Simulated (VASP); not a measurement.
# Al (Fm-3m) in VASP: notebook, part 2 of 2

VASP 6.6.1.

## (4) Relaxation of cell and atoms, PBEsol+D3

INCAR reads:

```
SYSTEM = Al
  PREC = Accurate
  ENCUT = 600
  EDIFF = 1E-7
  ISMEAR = -1
  SIGMA = 0.05
  LREAL = .False.
  LASPH = .True.
  NELM = 60
  ALGO = Fast
  ISIF = 3
  LWAVE = .False.
  LCHARG = .False.
  GGA = PS
  IVDW = 11
  IBRION = 2
  NSW = 40
  EDIFFG = -0.005
```

KPOINTS reads:

```
regular mesh
0
Gamma
  11 11 11
  0 0 0
```

POSCAR reads:

```
Al
1.0
    0.0000000000      2.0248050000      2.0248050000
    2.0248050000      0.0000000000      2.0248050000
    2.0248050000      2.0248050000      0.0000000000
Al
1
Direct
    0.0000000000      0.0000000000      0.0000000000
```

Potentials or basis: VASP PAW PBE potentials, release 64 (Al).

The run is started by

```sh
> cat potpaw_PBE.64/Al/POTCAR > POTCAR
> mpirun -np 1 vasp_std > vasp.out
```

OUTCAR:

```text
SYSTEM = Al
   PREC = Accurate
   ENCUT = 600
   EDIFF = 1E-7
   ISMEAR = -1
   LREAL = .False.
   LASPH = .True.
   NELM = 60
   ISIF = 3
   GGA = PS
   IVDW = 11
   IBRION = 2
   NSW = 40
   EDIFFG = -0.005
 IVDW          = 11

 ion  position               nearest neighbor table
   1  0.000  0.000  0.000-

  LATTYP: Found a face centered cubic cell.
 ALAT       =     4.0496100000

  Lattice vectors:

 A1 = (   0.0000000000,   2.0248050000,   2.0248050000)
 A2 = (   2.0248050000,   0.0000000000,   2.0248050000)
 A3 = (   2.0248050000,   2.0248050000,   0.0000000000)

Analysis of symmetry for initial positions (statically):
=====================================================================
 Subroutine PRICEL returns:
 Original cell was already a primitive cell.

 Routine SETGRP: Setting up the symmetry group for a
 face centered cubic supercell.

 Subroutine GETGRP returns: Found 48 space group operations
 (whereof 48 operations were pure point group operations)
 out of a pool of 48 trial point group operations.

The static configuration has the point symmetry O_h .

Analysis of symmetry for dynamics (positions and initial velocities):
=====================================================================
 Subroutine PRICEL returns:
 Original cell was already a primitive cell.

 Routine SETGRP: Setting up the symmetry group for a
 face centered cubic supercell.

 Subroutine GETGRP returns: Found 48 space group operations
 (whereof 48 operations were pure point group operations)
 out of a pool of 48 trial point group operations.

The dynamic configuration has the point symmetry O_h .

 Subroutine INISYM returns: Found 48 space group operations
 (whereof 48 operations are pure point group operations),
 and found     1 'primitive' translations

----------------------------------------------------------------------------------------

                                     Primitive cell

  volume of cell :      16.6027

[... 92 lines left out ...]
   ISIF   =      3    stress and relaxation
   ISYM   =      2    0-nonsym 1-usesym 2-fastsym
   POTIM  = 0.5000    time-step for ionic-motion
   TEBEG  =    0.0;   TEEND  =   0.0 temperature during run
   PSTRESS=    0.0 pullay stress
   NELECT =       3.0000    total number of electrons
   NUPDOWN=      -1.0000    fix difference up-down
   EMIN   =  10.00;   EMAX   =-10.00  energy-range for DOS
   EFERMI =   0.00;   METHOD = LEGACY
   ISMEAR =    -1;   SIGMA  =   0.05  broadening in eV -4-tet -1-fermi 0-gaus
   EFERMI_NEDOS =   21; number of points for ismear=-14 and -15
   IALGO  =     68    algorithm
   IMIX   =      4    mixing-type and parameters
     AMIX     =   0.40;   BMIX     =  1.00
     AMIX_MAG =   1.60;   BMIX_MAG =  1.00
  volume/ion in A,a.u.               =      16.60       112.04
  Fermi-wavevector in a.u.,A,eV,Ry     =   0.925526  1.748991 11.654733  0.856599
  Thomas-Fermi vector in A             =   2.051390
   LORBIT       =      0    0 simple, 1 ext, 2 COOP (PROOUT), +10 PAW based schemes
   GGA     = PS    functional components
   LHFCALC =     F    Hartree Fock is set to
   AEXX    =    0.0000 exact exchange contribution
   IVDW    =    11    specifies the selected vdW correction
   LEPSILON=     F    determine dielectric tensor
   LRPA    =     F    only Hartree local field effects (RPA)
 conjugate gradient relaxation of ions
 non-spin polarized calculation
 RMM-DIIS sequential band-by-band and
  energy-cutoff  :      600.00
  volume of cell :       16.60
 maximum number of plane-waves:       564
   NGX = 11   NGY = 11   NGZ = 11

--------------------------------------- Ionic step        1  -------------------------------------------

 number of electron       3.0000000 magnetization

 Free energy of the ion-electron system (eV)
  ---------------------------------------------------
  ext. energy  EPLUGINS =         0.00000000
  ---------------------------------------------------
  free energy    TOTEN  =        -4.09962305 eV

  energy without entropy =       -4.09562643  energy(sigma->0) =       -4.09762474

------------------------ aborting loop because EDIFF is reached ----------------------------------------

 Edisp (eV)   -0.12809

 E8    (eV) :    -0.0745
[... 69 lines left out ...]
--------------------------------------- Ionic step        3  -------------------------------------------

 number of electron       3.0000000 magnetization

 Free energy of the ion-electron system (eV)
  ---------------------------------------------------
  ext. energy  EPLUGINS =         0.00000000
  ---------------------------------------------------
  free energy    TOTEN  =        -4.10029745 eV

  energy without entropy =       -4.09639491  energy(sigma->0) =       -4.09834618

 E-fermi :   8.3389     XC(G=0): -10.3923

 val. band max:        8.3071151234   @ k =  -0.4545   0.3636   0.0000
 cond. band min:       8.3703457866   @ k =   0.4545   0.1818   0.0909
 fundamental gap:      0.0632306631
 Fermi energy:         8.3389132685

 k-point     1 :       0.0000    0.0000    0.0000
  band No.  band energies     occupation
      1      -3.0478      2.00000
      2      21.1402      0.00000
      3      21.1402      0.00000
      4      21.1402      0.00000
      5      22.9163      0.00000
[... 177 lines left out ...]
 k-point    24 :      -0.1818    0.1818    0.0000
  band No.  band energies     occupation
      1      -0.6137      2.00000
      2      12.2137      0.00000
      3      13.7799      0.00000
      4      20.4963      0.00000
      5      22.5520      0.00000

 [... further k-points ...]

------------------------ aborting loop because EDIFF is reached ----------------------------------------

 Edisp (eV)   -0.13522

 E8    (eV) :    -0.0792
[... 24 lines left out ...]
  FREE ENERGIE OF THE ION-ELECTRON SYSTEM (eV)
  ---------------------------------------------------
  free  energy   TOTEN  =        -4.2355215521 eV

  energy  without entropy=       -4.2316190047  energy(sigma->0) =       -4.23357028

 reached required accuracy - stopping structural energy minimisation
```

Run time: 16 s. Hardware: 1 thread of AMD EPYC 7R43 (Zen 3), shared host; peak memory 0.12 GiB.

Results:

```yaml
Free_energy: -4.2355 eV
Relaxed_volume: 15.90 Å³/atom
Relaxed_cell: a = 2.823 Å, b = 2.823 Å, c = 2.823 Å, α = 60.00°, β = 60.00°, γ = 60.00°
Space_group_after_relaxing_to_0.05_Å: Fm-3m (No. 225)
Energy_gained_by_relaxing: 7.8 meV/atom
Ionic_steps: 3
Pressure_after_relaxing: 0.0 GPa
Band_gap_on_the_k_mesh: none (metal or under the smearing width)
Dispersion_energy_per_atom: -0.135 eV
```

Step by step:
| step | energy change (eV) | largest force (eV/Å) | pressure (GPa) | volume (Å³) |
| --- | --- | --- | --- | --- |
| 1 | 0.0000 | 0.0000 | -3.43 | 16.60 |
| 2 | -0.0075 | 0.0000 | 0.78 | 15.76 |
| 3 | -0.0078 | 0.0000 | 0.01 | 15.90 |

Final structure:
```
Al
1.0
     0.00000    1.99588    1.99588
     1.99588    0.00000    1.99588
     1.99588    1.99588    0.00000
Al
1
Direct
  0.00000 0.00000 0.00000
```

Levels at points of the mesh, in eV from the Fermi level:
| k point | band 1 | band 2 | band 3 | band 4 | band 5 |
| --- | --- | --- | --- | --- | --- |
| (0.00, 0.00, 0.00) | -11.39 | 12.80 | 12.80 | 12.80 | 14.58 |

Caveat: the PAW data sets were made with another functional, which shifts forces and pressure a little; pairwise dispersion overbinds metals, which lowers pressure and volume.

## (5) Relaxation of cell and atoms, PBEsol+D3(BJ)

INCAR reads:

```
  PREC = Accurate
  ENCUT = 600
  EDIFF = 1E-6
  ISMEAR = -1
  SIGMA = 0.05
  LREAL = False
  LASPH = True
  NELM = 80
  ALGO = Normal
  ISIF = 3
  LWAVE = False
  LCHARG = False
  GGA = PS
  IVDW = 12
  IBRION = 2
  NSW = 60
  EDIFFG = -0.01
```

KPOINTS reads:

```
regular mesh
0
Gamma
  11 11 11
```

POSCAR is that of step 4.

The run is started by

```sh
> cat potpaw_PBE.64/Al/POTCAR > POTCAR
> mpirun -np 1 vasp_std > vasp.out
```

Run time: 11 s. Hardware: 1 thread of AMD EPYC 7R43 (Zen 3), shared host; peak memory 0.11 GiB.

The run converged. Its results:

```
Free energy                            : -4.4315 eV
Relaxed volume                         : 15.60 Å³/atom
Relaxed cell                           : a = 2.805 Å, b = 2.805 Å, c = 2.805 Å, α = 60.00°, β = 60.00°, γ = 60.00°
Space group after relaxing (to 0.05 Å) : Fm-3m (No. 225)
Energy gained by relaxing              : 16.5 meV/atom
Ionic steps                            : 3
Pressure after relaxing                : 0.0 GPa
Band gap on the k mesh                 : none (metal or under the smearing width)
Dispersion energy per atom             : -0.336 eV
```

The path:
```tsv
step	energy change (eV)	largest force (eV/Å)	pressure (GPa)	volume (Å³)
1	0.0000	0.0000	-4.98	16.60
2	-0.0157	0.0000	1.25	15.39
3	-0.0165	0.0000	0.01	15.60
```

Final structure:
```yaml
crystal:
  lattice:
    - [0.00000, 1.98313, 1.98313]
    - [1.98313, 0.00000, 1.98313]
    - [1.98313, 1.98313, 0.00000]
  atoms:
    - { symbol: Al, position: [0.00000, 0.00000, 0.00000] }
```

Levels at points of the mesh, in eV from the Fermi level:
```csv
k point,band 1,band 2,band 3,band 4
"(0.00, 0.00, 0.00)",-11.52,12.91,12.91,12.91
```

Caveat: the PAW data sets were made with another functional, which shifts forces and pressure a little; pairwise dispersion overbinds metals, which lowers pressure and volume.

## (6) Overview

| level | gap on the mesh (eV) | pressure (GPa) | relaxed volume (Å³/atom) |
| --- | --- | --- | --- |
| PBE+rVV10 | none | 0.0 | 16.43 |
| PBE+TS | none | -0.2 | 15.10 |
| PBEsol+D3 | none | 0.0 | 15.90 |
| PBEsol+D3(BJ) | none | 0.0 | 15.60 |

Alike in all rows: task relaxation of cell and atoms; potentials or basis VASP PAW PBE potentials, release 64 (Al); no spin polarisation; cell relaxed; k mesh 11 × 11 × 11; cutoff (eV) 600; smearing fermi-dirac 0.05 eV.

Caveats: pairwise dispersion overbinds metals, which lowers pressure and volume; the PAW data sets were made with another functional, which shifts forces and pressure a little (some runs); atom-pairwise D2, TS and ULG terms overbind metals (some runs).

Total energies depend on the potentials used, so only differences within one code and one set of settings carry meaning.

## (7) Against experiment

Step 2. The cell as given is a measured one (16.60 Å³/atom); PBE+rVV10 puts the equilibrium volume -1.0 % from it, thermal expansion not counted.

Step 3. The cell as given is a measured one (16.60 Å³/atom); PBE+TS puts the equilibrium volume -9.1 % from it, thermal expansion not counted.

Step 4. The cell as given is a measured one (16.60 Å³/atom); PBEsol+D3 puts the equilibrium volume -4.2 % from it, thermal expansion not counted.

Step 5. The cell as given is a measured one (16.60 Å³/atom); PBEsol+D3(BJ) puts the equilibrium volume -6.0 % from it, thermal expansion not counted.
